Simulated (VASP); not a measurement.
# GaP (F-43m) in VASP: further runs

The runs below take GaP through relaxation of cell and atoms, relaxation of the atoms, with LDA.

All numbers are computed with VASP 6.6.1; they aren't measurements. Logs are shortened: lines on timing, memory, paths and dates and some standing lists are left out, and cuts for length are marked.

**What was measured.**

From “Stacking defects in GaP nanowires: Electronic structure and optical properties”, 2018, arxiv:1810.01194, for a bulk crystal of GaP at 10 K: band gap 2.34 eV (indirect).

How close the calculation comes is told below.

## 1. The crystal as given

The structure is cubic, space group F-43m (No. 216). The conventional cell has a = 5.393 Å, b = 5.393 Å, c = 5.393 Å, α = 90.00°, β = 90.00°, γ = 90.00°. Around Ga (site symmetry -43m) lie 4 P at 2.34 Å. Around P (site symmetry -43m) lie 4 Ga at 2.34 Å.

## 2. Relaxation of cell and atoms, LDA

The input, INCAR:

```
SYSTEM = GaP
ALGO     = Normal         ! electronic algorithm
EDIFF    = 1E-7           ! SCF threshold, eV
EDIFFG   = -0.005         ! ionic threshold
ENCUT    = 600            ! plane-wave cutoff, eV
GGA      = CA             ! functional
IBRION   = 2              ! ionic algorithm
ISIF     = 3              ! what is computed and relaxed
ISMEAR   = 0              ! smearing method
LASPH    = .True.         ! aspherical terms in the spheres
LCHARG   = .False.        ! write CHGCAR
LREAL    = .False.        ! projectors in reciprocal space
LWAVE    = .False.        ! write WAVECAR
NELM     = 80             ! most SCF steps
NSW      = 90             ! ionic steps
PREC     = Accurate       ! precision mode
SIGMA    = 0.03           ! smearing width, eV
```

The input, KPOINTS:

```
k-points
0
Gamma
  8 8 8
  0 0 0
```

The input, POSCAR:

```
GaP                                     
1.0
    0.0000000000      2.6966856198      2.6966856198
    2.6966856198      0.0000000000      2.6966856198
    2.6966856198      2.6966856198      0.0000000000
  Ga              P             
     1     1
Direct
     0.0000000000000000    0.0000000000000000    0.0000000000000000
     0.2500000000000000    0.2500000000000000    0.2500000000000000
```

Potentials or basis: VASP PAW LDA potentials, release 64 (Ga_d, P).

The run is started by

```
$ cat potpaw_LDA.64/Ga_d/POTCAR potpaw_LDA.64/P/POTCAR > POTCAR
$ mpirun -np 1 vasp_std > vasp.out
```

OUTCAR:

```text
SYSTEM = GaP
   EDIFF = 1E-7
   EDIFFG = -0.005
   ENCUT = 600
   GGA = CA
   IBRION = 2
   ISIF = 3
   ISMEAR = 0
   LASPH = .True.
   LREAL = .False.
   NELM = 80
   NSW = 90
   PREC = Accurate

 ion  position               nearest neighbor table
   1  0.000  0.000  0.000-   2 2.34   2 2.34   2 2.34   2 2.34
   2  0.250  0.250  0.250-   1 2.34   1 2.34   1 2.34   1 2.34

  LATTYP: Found a face centered cubic cell.
 ALAT       =     5.3933712396

  Lattice vectors:

 A1 = (   0.0000000000,   2.6966856198,   2.6966856198)
 A2 = (   2.6966856198,   0.0000000000,   2.6966856198)
 A3 = (   2.6966856198,   2.6966856198,   0.0000000000)

Analysis of symmetry for initial positions (statically):
=====================================================================
 Subroutine PRICEL returns:
 Original cell was already a primitive cell.

 Routine SETGRP: Setting up the symmetry group for a
 face centered cubic supercell.

 Subroutine GETGRP returns: Found 24 space group operations
 (whereof 24 operations were pure point group operations)
 out of a pool of 48 trial point group operations.

The static configuration has the point symmetry T_d .

Analysis of symmetry for dynamics (positions and initial velocities):
=====================================================================
 Subroutine PRICEL returns:
 Original cell was already a primitive cell.

 Routine SETGRP: Setting up the symmetry group for a
 face centered cubic supercell.

 Subroutine GETGRP returns: Found 24 space group operations
 (whereof 24 operations were pure point group operations)
 out of a pool of 48 trial point group operations.

The dynamic configuration has the point symmetry T_d .

 Subroutine INISYM returns: Found 24 space group operations
 (whereof 24 operations are pure point group operations),
 and found     1 'primitive' translations

----------------------------------------------------------------------------------------

                                     Primitive cell

  volume of cell :      39.2212

  direct lattice vectors                    reciprocal lattice vectors
     0.000000000  2.696685620  2.696685620    -0.185412788  0.185412788  0.185412788
     2.696685620  0.000000000  2.696685620     0.185412788 -0.185412788  0.185412788
     2.696685620  2.696685620  0.000000000     0.185412788  0.185412788 -0.185412788

  length of vectors
     3.813689377  3.813689377  3.813689377     0.321144370  0.321144370  0.321144370

  position of ions in fractional coordinates (direct lattice)
     0.000000000  0.000000000  0.000000000
     0.250000000  0.250000000  0.250000000

  ion indices of the primitive-cell ions
   primitive index   ion index
                 1           1
                 2           2

----------------------------------------------------------------------------------------

 KPOINTS: k-points

Automatic generation of k-mesh.
 Grid dimensions read from file:
 generate k-points for:    8    8    8

 Generating k-lattice:

  Cartesian coordinates                     Fractional coordinates (reciprocal lattice)
    -0.023176599  0.023176599  0.023176599     0.125000000  0.000000000  0.000000000
     0.023176599 -0.023176599  0.023176599     0.000000000  0.125000000  0.000000000
     0.023176599  0.023176599 -0.023176599     0.000000000  0.000000000  0.125000000

  Length of vectors
     0.040143046  0.040143046  0.040143046

  Shift w.r.t. Gamma in fractional coordinates (k-lattice)
     0.000000000  0.000000000  0.000000000

 Subroutine IBZKPT returns following result:
 ===========================================

 Found     29 irreducible k-points:

 Following reciprocal coordinates:
            Coordinates               Weight
  0.000000  0.000000  0.000000      1.000000
  0.125000  0.000000  0.000000      8.000000
  0.250000  0.000000  0.000000      8.000000
  0.375000  0.000000  0.000000      8.000000
  0.500000  0.000000  0.000000      4.000000
  0.125000  0.125000  0.000000      6.000000
[... 16 lines left out ...]
  0.500000  0.250000  0.125000     48.000000
 -0.375000  0.250000  0.125000     24.000000
 [... further k-points ...]
   k-points           NKPTS =     29   k-points in BZ     NKDIM =     29   number of bands    NBANDS=     13
   number of dos      NEDOS =    301   number of ions     NIONS =      2
   total plane-waves  NPLWV =  27000
   dimension x,y,z NGX =    30 NGY =   30 NGZ =   30
   dimension x,y,z NGXF=    60 NGYF=   60 NGZF=   60
   ions per type =               1   1
   NGX,Y,Z   is equivalent  to a cutoff of  13.08, 13.08, 13.08 a.u.
   NGXF,Y,Z  is equivalent  to a cutoff of  26.16, 26.16, 26.16 a.u.
 SYSTEM =  GaP
   PREC   = accura    normal or accurate (medium, high low for compatibility)
   ISTART =      0    job   : 0-new  1-cont  2-samecut
   ICHARG =      2    charge: 1-file 2-atom 10-const
   ISPIN  =      1    spin polarized calculation?
   LNONCOLLINEAR =      F non collinear calculations
   LSORBIT =      F    spin-orbit coupling
   LASPH  =      T    aspherical Exc in radial PAW
   ENCUT  =  600.0 eV  44.10 Ry    6.64 a.u.   7.62  7.62  7.62*2*pi/ulx,y,z
   NELM   =     80;   NELMIN=  2; NELMDL= -5     # of ELM steps
   EDIFF  = 0.1E-06   stopping-criterion for ELM
   LREAL  =      F    real-space projection
   EDIFFG = -.5E-02   stopping-criterion for IOM
   NSW    =     90    number of steps for IOM
   IBRION =      2    ionic relax: 0-MD 1-quasi-New 2-CG
   NFREE  =      1    steps in history (QN), initial steepest desc. (CG)
   ISIF   =      3    stress and relaxation
   ISYM   =      2    0-nonsym 1-usesym 2-fastsym
   POTIM  = 0.5000    time-step for ionic-motion
   TEBEG  =    0.0;   TEEND  =   0.0 temperature during run
   PSTRESS=    0.0 pullay stress
   NELECT =      18.0000    total number of electrons
   NUPDOWN=      -1.0000    fix difference up-down
   EMIN   =  10.00;   EMAX   =-10.00  energy-range for DOS
   EFERMI =   0.00;   METHOD = LEGACY
   ISMEAR =     0;   SIGMA  =   0.03  broadening in eV -4-tet -1-fermi 0-gaus
   EFERMI_NEDOS =   21; number of points for ismear=-14 and -15
   IALGO  =     38    algorithm
   IMIX   =      4    mixing-type and parameters
     AMIX     =   0.40;   BMIX     =  1.00
     AMIX_MAG =   1.60;   BMIX_MAG =  1.00
  volume/ion in A,a.u.               =      19.61       132.34
  Fermi-wavevector in a.u.,A,eV,Ry     =   1.262773  2.386295 21.695797  1.594596
  Thomas-Fermi vector in A             =   2.396164
   LORBIT       =      0    0 simple, 1 ext, 2 COOP (PROOUT), +10 PAW based schemes
   GGA     = CA    functional components
   LHFCALC =     F    Hartree Fock is set to
   AEXX    =    0.0000 exact exchange contribution
   IVDW    =     0    specifies the selected vdW correction
   LEPSILON=     F    determine dielectric tensor
   LRPA    =     F    only Hartree local field effects (RPA)
 conjugate gradient relaxation of ions
 non-spin polarized calculation
 Gauss-broadening in eV      SIGMA  =   0.03
  energy-cutoff  :      600.00
  volume of cell :       39.22
 maximum number of plane-waves:      1363
   NGX = 15   NGY = 15   NGZ = 15

 number of electron      17.9999993 magnetization

 Free energy of the ion-electron system (eV)
  ---------------------------------------------------
  ext. energy  EPLUGINS =         0.00000000
  ---------------------------------------------------
  free energy    TOTEN  =       -10.45082762 eV

  energy without entropy =      -10.45082762  energy(sigma->0) =      -10.45082762

 E-fermi :   5.0024     XC(G=0): -10.3056

 val. band max:        4.8362809665   @ k =   0.0000   0.0000   0.0000
 cond. band min:       6.2682294798   @ k =   0.5000   0.5000   0.0000
 fundamental gap:      1.4319485132
 Fermi energy:         5.0023807579

 k-point     1 :       0.0000    0.0000    0.0000
  band No.  band energies     occupation
      1      -9.9281      2.00000
      2      -9.9281      2.00000
      3      -9.9281      2.00000
      4      -9.8202      2.00000
      5      -9.8202      2.00000
      6      -7.9151      2.00000
      7       4.8363      2.00000
      8       4.8363      2.00000
      9       4.8363      2.00000
     10       6.7363      0.00000
     11       8.6199      0.00000
     12       8.6199      0.00000
     13       8.6199      0.00000

 k-point     2 :       0.1250    0.0000    0.0000
  band No.  band energies     occupation
      1      -9.9426      2.00000
      2      -9.9230      2.00000
      3      -9.9230      2.00000
      4      -9.8202      2.00000
      5      -9.8202      2.00000
      6      -7.7044      2.00000
      7       3.1602      2.00000
      8       4.5903      2.00000
      9       4.5903      2.00000
     10       7.3064      0.00000
     11       8.9877      0.00000
     12       8.9877      0.00000
     13       9.2587      0.00000

 k-point     3 :       0.2500    0.0000    0.0000
  band No.  band energies     occupation
      1      -9.9743      2.00000
      2      -9.9121      2.00000
      3      -9.9121      2.00000
      4      -9.8188      2.00000
      5      -9.8188      2.00000
      6      -7.1049      2.00000
      7       0.8354      2.00000
      8       4.1341      2.00000
      9       4.1341      2.00000
     10       6.9498      0.00000
     11       9.5076      0.00000
     12       9.5076      0.00000
     13      11.1904      0.00000
[... 305 lines left out ...]
 k-point    23 :       0.5000    0.2500    0.1250
  band No.  band energies     occupation
      1     -10.0140      2.00000
      2      -9.8954      2.00000
      3      -9.8847      2.00000
      4      -9.8301      2.00000
      5      -9.8104      2.00000
      6      -5.7926      2.00000
      7      -1.0420      2.00000
      8       1.6332      2.00000
      9       3.0137      2.00000
     10       8.2713      0.00000
     11       9.1830      0.00000
     12      10.4641      0.00000
     13      11.9402      0.00000

 k-point    24 :      -0.3750    0.2500    0.1250
  band No.  band energies     occupation
      1     -10.0197      2.00000
      2      -9.8949      2.00000
      3      -9.8813      2.00000
      4      -9.8262      2.00000
      5      -9.8122      2.00000
      6      -5.2953      2.00000
      7      -1.8127      2.00000
      8       1.4770      2.00000
      9       2.7890      2.00000
     10       8.2706      0.00000
     11       8.9884      0.00000
     12      11.2969      0.00000
     13      12.7350      0.00000

 [... further k-points ...]
[... 5 lines left out ...]
  --------------------------------------------------------------------------------------
  -------------------------------------------------------------------------------------
  Total       -0.0006833     -0.0006833     -0.0006833      0.0000000      0.0000000     -0.0000000
  in kB       -0.0279122     -0.0279122     -0.0279122      0.0000000      0.0000000     -0.0000000
  external PRESSURE =      -0.0279122 kB  Pullay stress =       0.0000000 kB

 VOLUME and BASIS-vectors are now :
 -----------------------------------------------------------------------------
  energy-cutoff  :      600.00
  volume of cell :       39.22
      direct lattice vectors                 reciprocal lattice vectors
     0.000000000  2.696685620  2.696685620    -0.185412788  0.185412788  0.185412788
     2.696685620  0.000000000  2.696685620     0.185412788 -0.185412788  0.185412788
     2.696685620  2.696685620  0.000000000     0.185412788  0.185412788 -0.185412788

 POSITION                                       TOTAL-FORCE (eV/Angst)
 -----------------------------------------------------------------------------------
      0.00000      0.00000      0.00000         0.000000      0.000000      0.000000
      1.34834      1.34834      1.34834        -0.000000     -0.000000     -0.000000
 -----------------------------------------------------------------------------------
    total drift:                               -0.000000     -0.000000     -0.000000

  FREE ENERGIE OF THE ION-ELECTRON SYSTEM (eV)
  ---------------------------------------------------
  free  energy   TOTEN  =       -10.4508276234 eV

  energy  without entropy=      -10.4508276234  energy(sigma->0) =      -10.45082762

 reached required accuracy - stopping structural energy minimisation
```

Run time: 8.9 s. Hardware: 1 thread of AMD EPYC 9R45 (Zen 5), shared host; peak memory 0.12 GiB.

Results:

```yaml
Free_energy: -10.4508 eV
Pressure_after_relaxing: 0.0 GPa
Band_gap_on_the_k_mesh: 1.43 eV, indirect (least direct gap 1.90 eV)
```

Final structure:
```
Ga P
1.0
     0.00000    2.69669    2.69669
     2.69669    0.00000    2.69669
     2.69669    2.69669    0.00000
Ga P
1 1
Direct
  0.00000 0.00000 0.00000
  0.25000 0.25000 0.25000
```

Levels at points of the mesh, in eV from the valence-band top:
```
           k point  band 6  band 7  band 8  band 9  band 10  band 11  band 12  band 13
(0.00, 0.00, 0.00)  -12.75    0.00    0.00    0.00     1.90     3.78     3.78     3.78
(0.50, 0.00, 0.00)  -10.56   -6.89   -1.18   -1.18     1.61     4.62     4.62     8.11
(0.50, 0.50, 0.00)   -9.60   -6.99   -2.82   -2.82     1.43     1.65    10.69    10.69
```

Caveat: the relaxation stopped at its first step, so nothing moved. A k mesh can miss the band edges.

(Continued in part 2 of 2.)
